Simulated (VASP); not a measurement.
# Zn (P6/mmm) in VASP: notebook, part 2 of 2

VASP 6.6.1.

## Step 4: Single point, PBEsol

This run uses another cell than the first one: it holds 2 atoms, not 1.

INCAR

```
  PREC = Accurate
  ENCUT = 520
  EDIFF = 1E-6
  ISMEAR = 0
  SIGMA = 0.1
  LREAL = False
  LASPH = True
  NELM = 100
  ALGO = Normal
  ISIF = 2
  LWAVE = False
  LCHARG = False
  GGA = PS
  NBANDS = 19
```

KPOINTS

```
Automatic mesh
0
Gamma
  6 6 6
```

POSCAR

```
Zn
1.0
    1.7027078821      0.9830588541      3.1574676246
   -1.7027078821      0.9830588541      3.1574676246
    0.0000000000     -1.9661177082      3.1574676246
Zn
2
Direct
    0.2275400000      0.2275400000      0.2275400000
    0.7724600000      0.7724600000      0.7724600000
```

Potentials or basis: VASP PAW PBE potentials, release 64 (Zn).

The run is started by

```
$ cat potpaw_PBE.64/Zn/POTCAR > POTCAR
$ mpirun -np 1 vasp_std > vasp.out
```

OUTCAR:

```text
PREC = Accurate
   ENCUT = 520
   EDIFF = 1E-6
   ISMEAR = 0
   LREAL = False
   LASPH = True
   NELM = 100
   ISIF = 2
   GGA = PS

 ion  position               nearest neighbor table
   1  0.228  0.228  0.228-   2 2.28   2 2.28   2 2.28   2 2.81   2 2.81   2 2.81
   2  0.772  0.772  0.772-   1 2.28   1 2.28   1 2.28   1 2.81   1 2.81   1 2.81

  LATTYP: Found a trigonal (rhomboedric) cell.
 ALAT       =     3.7195726425
 COS(alpha) =     0.5808936906

  Lattice vectors:

[... 716 lines left out ...]
------------------------ aborting loop because EDIFF is reached ----------------------------------------

  FORCE on cell =-STRESS in cart. coord.  units (eV):
  Direction    XX          YY          ZZ          XY          YZ          ZX
  --------------------------------------------------------------------------------------
  -------------------------------------------------------------------------------------
  Total        2.6872750      2.6872750      2.0077292      0.0000000     -0.0000000      0.0000000
  in kB      135.7728308    135.7728308    101.4392201      0.0000000     -0.0000000      0.0000000
  external PRESSURE =     124.3282939 kB  Pullay stress =       0.0000000 kB

 VOLUME and BASIS-vectors are now :
 -----------------------------------------------------------------------------
  energy-cutoff  :      520.00
  volume of cell :       31.71
      direct lattice vectors                 reciprocal lattice vectors
     1.702707882  0.983058854  3.157467625     0.293649900  0.169538849  0.105569834
    -1.702707882  0.983058854  3.157467625    -0.293649900  0.169538849  0.105569834
     0.000000000 -1.966117708  3.157467625     0.000000000 -0.339077698  0.105569834

 POSITION                                       TOTAL-FORCE (eV/Angst)
 -----------------------------------------------------------------------------------
      0.00000      0.00000      2.15535         0.000000      0.000000      2.220123
      0.00000      0.00000      7.31705         0.000000     -0.000000     -2.220123
 -----------------------------------------------------------------------------------
    total drift:                               -0.000000      0.000000     -0.000000

  FREE ENERGIE OF THE ION-ELECTRON SYSTEM (eV)
  ---------------------------------------------------
  free  energy   TOTEN  =        -2.1054158814 eV

  energy  without entropy=       -2.1016860339  energy(sigma->0) =       -2.10355096
```

stdout:

```text
POSCAR found type information on POSCAR Zn
 POSCAR found :  1 types and       2 ions
 scaLAPACK will be used
 -----------------------------------------------------------------------------
|                                                                             |
|                                                                             |
|     You enforced a specific xc type in the INCAR file but a different       |
|     I HOPE YOU KNOW WHAT YOU ARE DOING!                                     |
|                                                                             |
 -----------------------------------------------------------------------------

 LDA part: xc-table for (Slater+PW92), standard interpolation
 POSCAR, INCAR and KPOINTS ok, starting setup
 FFT: planning ... GRIDC
 FFT: planning ... GRID_SOFT
 FFT: planning ... GRID
 WAVECAR not read
 entering main loop
```

It took 7.5 s on 1 thread of Intel Xeon 6975P-C (Granite Rapids), shared host; peak memory 0.15 GiB.

Results:

| Item | Value |
| --- | --- |
| Free energy | -2.1054 eV |
| Pressure | 12.4 GPa |
| Largest force | 2.220 eV/Å |
| Band gap on the k mesh | none (metal or under the smearing width) |

Forces in eV/Å, atoms in the order of the input:
```
Zn   0.000  0.000  2.220
Zn   0.000  0.000 -2.220
```

Levels at points of the mesh, in eV from the Fermi level:
```
           k point  band 8  band 9  band 10  band 11  band 12  band 13  band 14  band 15  band 16  band 17
(0.00, 0.00, 0.00)   -6.82   -6.82    -6.52    -6.52     4.67     7.18     7.18     7.59    11.78    12.08
(0.50, 0.00, 0.00)   -7.32   -6.91    -6.91    -4.62    -4.43     4.76     5.84     7.31     8.64     9.04
(0.50, 0.50, 0.00)   -7.25   -6.85    -6.54    -3.36    -2.86     1.02     2.36     3.07     6.84    18.03
(0.50, 0.50, 0.50)   -7.00   -6.96    -6.96    -5.78    -4.99     7.62     7.62     8.75     8.75    10.97
```

Caveat: the k mesh is coarse (spacing up to 0.37 Å⁻¹), so the values aren't converged; the PAW data sets were made with another functional, which shifts forces and pressure a little.

## Step 5: Single point, PBEsol

This run uses another cell than the first one: it holds 3 atoms, not 1.

INCAR

```
PREC = Accurate
ENCUT = 520
EDIFF = 1E-6
ISMEAR = 0
SIGMA = 0.1
LREAL = F
LASPH = T
NELM = 100
ALGO = Normal
ISIF = 2
LWAVE = F
LCHARG = F
GGA = PS
NBANDS = 25
```

KPOINTS

```
regular mesh
0
Gamma
  6 6 6
```

POSCAR

```
Zn
1.0
    4.4518013574      0.0000000000      0.0000000000
   -2.2259006787      3.8553730681      0.0000000000
    0.0000000000      0.0000000000      2.5592281695
Zn
3
Direct
    0.0000000000      0.0000000000      0.0000000000
    0.3333333333      0.6666666667      0.5000000000
    0.6666666667      0.3333333333      0.5000000000
```

The run is started by

```
$ cat potpaw_PBE.64/Zn/POTCAR > POTCAR
$ mpirun -np 1 vasp_std > vasp.out
```

Run time: 10 s. Hardware: 1 thread of Intel Xeon 6975P-C (Granite Rapids), shared host; peak memory 0.17 GiB.

It converged, with:

| Item | Value |
| --- | --- |
| Free energy | -4.4877 eV |
| Pressure | 0.5 GPa |
| Band gap on the k mesh | none (metal or under the smearing width) |

Stress tensor (GPa, compression positive):
```
0.58 0.00 0.00
0.00 0.58 0.00
0.00 0.00 0.48
```

Levels at points of the mesh, in eV from the Fermi level:
```
           k point  band 16  band 17  band 18  band 19  band 20  band 21
(0.00, 0.00, 0.00)    -7.02     0.41     0.41     0.44     0.44     0.57
(0.50, 0.00, 0.00)    -6.97    -6.77    -3.07    -1.29     7.95     8.00
(0.00, 0.00, 0.50)    -4.06    -3.89     4.11     4.59     4.59     4.97
(0.50, 0.00, 0.50)    -2.46    -2.00    -0.92    -0.64     2.94     3.19
```

Caveat: the k mesh is coarse (spacing up to 0.41 Å⁻¹), so the values aren't converged; the PAW data sets were made with another functional, which shifts forces and pressure a little.

## Step 6: Relaxation of cell and atoms, PBEsol

This run uses another cell than the first one: it holds 3 atoms, not 1.

INCAR

```
SYSTEM = Zn
PREC = Accurate
ENCUT = 600
EDIFF = 1E-6
ISMEAR = 0
SIGMA = 0.1
LREAL = .FALSE.
LASPH = .TRUE.
NELM = 100
ALGO = Normal
ISIF = 3
LWAVE = .FALSE.
LCHARG = .FALSE.
GGA = PS
IBRION = 2
NSW = 90
EDIFFG = -0.04
```

KPOINTS

```
regular mesh
0
G
  6 6 6
  0 0 0
```

POSCAR

```
Zn
1.0
    4.6353064685      0.0000000000      0.0000000000
   -2.3176532342      4.0142931560      0.0000000000
    0.0000000000      0.0000000000      2.8416444002
Zn
3
Direct
    0.0000000000      0.0000000000      0.0000000000
    0.3333333333      0.6666666667      0.5000000000
    0.6666666667      0.3333333333      0.5000000000
```

Potentials or basis: VASP PAW PBE potentials, release 64 (Zn).

The run is started by

```
$ cat potpaw_PBE.64/Zn/POTCAR > POTCAR
$ mpirun -np 1 vasp_std > vasp.out
```

Wall time 1.8 min (1 thread of Intel Xeon 6975P-C (Granite Rapids), shared host); peak memory 0.21 GiB.

The run converged. Its results:

* Free energy: -4.4909 eV
* Relaxed volume: 14.78 Å³/atom
* Relaxed cell: a = 4.471 Å, b = 4.471 Å, c = 2.562 Å, α = 90.00°, β = 90.00°, γ = 120.00°
* Space group after relaxing (to 0.05 Å): P6/mmm (No. 191)
* Energy gained by relaxing: 125.0 meV/atom
* Ionic steps: 11
* Pressure after relaxing: -0.2 GPa
* Band gap on the k mesh: none (metal or under the smearing width)

Stress tensor (GPa, compression positive):
```
-0.21  0.00  0.00
 0.00 -0.21  0.00
 0.00  0.00 -0.08
```

The path:
| step | energy change (eV) | largest force (eV/Å) | pressure (GPa) | volume (Å³) |
| --- | --- | --- | --- | --- |
| 1 | 0.0000 | 0.0000 | -9.21 | 52.88 |
| 2 | -0.3349 | 0.0000 | -2.65 | 45.49 |
| 3 | -0.3531 | 0.0000 | -0.39 | 44.09 |
| 4 | -0.3542 | 0.0000 | 0.53 | 43.66 |
| 5 | -0.3540 | 0.0000 | -0.03 | 43.83 |
| 6 | -0.3684 | 0.0000 | 0.26 | 43.85 |
| 7 | -0.3476 | 0.0000 | 1.49 | 43.82 |
| 8 | -0.3741 | 0.0000 | 0.59 | 43.85 |
| 9 | -0.3744 | 0.0000 | 0.64 | 43.85 |
| 10 | -0.3744 | 0.0000 | 0.66 | 43.85 |
| 11 | -0.3751 | 0.0000 | -0.17 | 44.34 |

Final structure:
```
Zn
1.0
     4.47061    0.00000    0.00000
    -2.23530    3.87166    0.00000
     0.00000    0.00000    2.56185
Zn
3
Direct
  0.00000 0.00000 0.00000
  0.33333 0.66667 0.50000
  0.66667 0.33333 0.50000
```

Levels at points of the mesh, in eV from the Fermi level:
```csv
k point,band 14,band 15,band 16,band 17,band 18,band 19,band 20,band 21,band 22
"(0.00, 0.00, 0.00)",-7.34,-7.00,-7.00,0.40,0.40,0.43,0.43,0.52,0.66
"(0.50, 0.00, 0.00)",-7.09,-7.00,-6.94,-6.75,-3.03,-1.32,7.85,7.90,8.34
"(0.00, 0.00, 0.50)",-7.10,-6.79,-4.01,-3.84,4.08,4.58,4.58,4.92,5.86
"(0.50, 0.00, 0.50)",-6.98,-6.90,-2.41,-1.95,-0.90,-0.63,2.95,3.17,3.83
```

Caveat: the k mesh is coarse (spacing up to 0.37 Å⁻¹), so the values aren't converged; the volume moved by over 15 % at a fixed basis, so the end points are rough; the PAW data sets were made with another functional, which shifts forces and pressure a little.

## Step 7: Single point, PBEsol

This run uses another cell than the first one, of 14.14 Å³/atom, 0.871 times its volume.

INCAR

```
ALGO = Fast
EDIFF = 1E-6
ENCUT = 520
GGA = PS
ISIF = 2
ISMEAR = 0
LASPH = T
LCHARG = F
LREAL = F
LWAVE = F
NBANDS = 12
NELM = 100
PREC = Accurate
SIGMA = 0.1
```

KPOINTS

```
k-points
0
Gamma
  24 24 24
```

POSCAR

```
Zn
1.0
    1.3644871883      0.7877870455      2.1925944940
   -1.3644871883      0.7877870455      2.1925944940
    0.0000000000     -1.5755740909      2.1925944940
Zn
1
Direct
    0.5000000000      0.5000000000      0.5000000000
```

Potentials or basis: VASP PAW PBE potentials, release 64 (Zn).

The run is started by

```
$ cat potpaw_PBE.64/Zn/POTCAR > POTCAR
$ mpirun -np 1 vasp_std > vasp.out
```

OUTCAR:

```text
EDIFF = 1E-6
   ENCUT = 520
   GGA = PS
   ISIF = 2
   ISMEAR = 0
   LASPH = T
   LREAL = F
   NELM = 100
   PREC = Accurate

 ion  position               nearest neighbor table
   1  0.500  0.500  0.500-

  LATTYP: Found a trigonal (rhomboedric) cell.
 ALAT       =     2.6999822835
 COS(alpha) =     0.4892044662

  Lattice vectors:

 A1 = (   1.3644871883,   0.7877870455,   2.1925944940)
 A2 = (  -1.3644871883,   0.7877870455,   2.1925944940)
[... 541 lines left out ...]
     12      24.2429      0.00000

 [... further k-points ...]

------------------------ aborting loop because EDIFF is reached ----------------------------------------

  FORCE on cell =-STRESS in cart. coord.  units (eV):
  Direction    XX          YY          ZZ          XY          YZ          ZX
  --------------------------------------------------------------------------------------
  -------------------------------------------------------------------------------------
  Total        0.0421737      0.0421737      0.0462602      0.0000000      0.0000000      0.0000000
  in kB        4.7781976      4.7781976      5.2411927      0.0000000      0.0000000      0.0000000
  external PRESSURE =       4.9325293 kB  Pullay stress =       0.0000000 kB

 VOLUME and BASIS-vectors are now :
 -----------------------------------------------------------------------------
  energy-cutoff  :      520.00
  volume of cell :       14.14
      direct lattice vectors                 reciprocal lattice vectors
     1.364487188  0.787787046  2.192594494     0.366438032  0.211563096  0.152026895
    -1.364487188  0.787787046  2.192594494    -0.366438032  0.211563096  0.152026895
     0.000000000 -1.575574091  2.192594494     0.000000000 -0.423126193  0.152026895

 POSITION                                       TOTAL-FORCE (eV/Angst)
 -----------------------------------------------------------------------------------
      0.00000      0.00000      3.28889         0.000000      0.000000     -0.000000
 -----------------------------------------------------------------------------------
    total drift:                               -0.000000      0.000000      0.000000

  FREE ENERGIE OF THE ION-ELECTRON SYSTEM (eV)
  ---------------------------------------------------
  free  energy   TOTEN  =        -1.5610731874 eV

  energy  without entropy=       -1.5597104064  energy(sigma->0) =       -1.56039180
```

OSZICAR:

```text
N       E                     dE             d eps       ncg     rms          rms(c)
DAV:   1     0.410125458928E+02    0.41013E+02   -0.63774E+03 32396   0.159E+03
DAV:   2    -0.602964189814E+00   -0.41616E+02   -0.39227E+02 32724   0.214E+02
DAV:   3    -0.172016968495E+01   -0.11172E+01   -0.11154E+01 36640   0.349E+01
DAV:   4    -0.172230610575E+01   -0.21364E-02   -0.21363E-02 34768   0.146E+00
DAV:   5    -0.172230745263E+01   -0.13469E-05   -0.13471E-05 36512   0.362E-02    0.340E+00
RMM:   6    -0.157244845021E+01    0.14986E+00   -0.36138E-01 38741   0.812E+00    0.251E+00
RMM:   7    -0.156517288432E+01    0.72756E-02   -0.12031E-02 40333   0.166E+00    0.123E+00
RMM:   8    -0.156113571106E+01    0.40372E-02   -0.17637E-03 38730   0.374E-01    0.752E-02
RMM:   9    -0.156108336887E+01    0.52342E-04   -0.49167E-04 41240   0.345E-01    0.640E-02
RMM:  10    -0.156107300506E+01    0.10364E-04   -0.31603E-05 40692   0.643E-02    0.580E-03
RMM:  11    -0.156107318741E+01   -0.18236E-06   -0.25385E-06 30544   0.169E-02
   1 F= -.15610732E+01 E0= -.15603918E+01  d E =-.136278E-02
```

stdout:

```text
POSCAR found type information on POSCAR Zn
 POSCAR found :  1 types and       1 ions
 scaLAPACK will be used
 -----------------------------------------------------------------------------
|                                                                             |
|                                                                             |
|     You enforced a specific xc type in the INCAR file but a different       |
|     I HOPE YOU KNOW WHAT YOU ARE DOING!                                     |
|                                                                             |
 -----------------------------------------------------------------------------

 LDA part: xc-table for (Slater+PW92), standard interpolation
 POSCAR, INCAR and KPOINTS ok, starting setup
 FFT: planning ... GRIDC
 FFT: planning ... GRID_SOFT
 FFT: planning ... GRID
 WAVECAR not read
 entering main loop
WARNING in EDDRMM: call to ZHEGV failed, returncode =   8  4     10
WARNING in EDDRMM: call to ZHEGV failed, returncode =   8  4     12
```

It took 68 s on 1 thread of Intel Xeon 6975P-C (Granite Rapids), shared host; peak memory 0.3 GiB.

Results:

| Property | Result |
| --- | --- |
| Free energy | -1.5611 eV |
| Pressure | 0.5 GPa |
| Band gap on the k mesh | none (metal or under the smearing width) |

Levels at points of the mesh, in eV from the Fermi level:
```tsv
k point	band 4	band 5	band 6	band 7	band 8	band 9
(0.00, 0.00, 0.00)	-7.73	-7.32	-7.32	19.03	19.03	19.21
(0.50, 0.00, 0.00)	-7.02	-6.99	-3.24	-1.32	16.07	16.28
(0.50, 0.50, 0.00)	-6.92	-6.92	-1.17	2.01	8.56	9.02
(0.50, 0.50, 0.50)	-6.99	-6.99	-3.09	-1.01	15.77	15.77
```

Caveat: the PAW data sets were made with another functional, which shifts forces and pressure a little.

## Step 8: Overview

| task | cell | k mesh | cutoff (eV) | mesh quality | gap on the mesh (eV) | pressure (GPa) | relaxed volume (Å³/atom) |
| --- | --- | --- | --- | --- | --- | --- | --- |
| single point | P6/mmm, 16.23 Å³/atom | 24 × 24 × 22 | 520 | not flagged | none | 0.4 | - |
| relaxation of cell and atoms | relaxed | 24 × 24 × 22 | 600 | not flagged | none | 0.1 | 16.25 |
| single point | R-3m, 15.86 Å³/atom | 6 × 6 × 6 | 520 | coarse | none | 12.4 | - |
| single point | P6/mmm, 14.64 Å³/atom | 6 × 6 × 6 | 520 | coarse | none | 0.5 | - |
| relaxation of cell and atoms | relaxed | 6 × 6 × 6 | 600 | coarse | none | -0.2 | 14.78 |
| single point | R-3m, 14.14 Å³/atom | 24 × 24 × 24 | 520 | not flagged | none | 0.5 | - |

Alike in all rows: level PBEsol; potentials or basis VASP PAW PBE potentials, release 64 (Zn); no spin polarisation; smearing gaussian 0.1 eV.

Caveats: some runs use coarse meshes; the PAW data sets were made with another functional, which shifts forces and pressure a little; the volume moved by over 15 % at a fixed basis, so the end points are rough (some runs).

Total energies depend on the potentials used, so only differences within one code and one set of settings carry meaning.
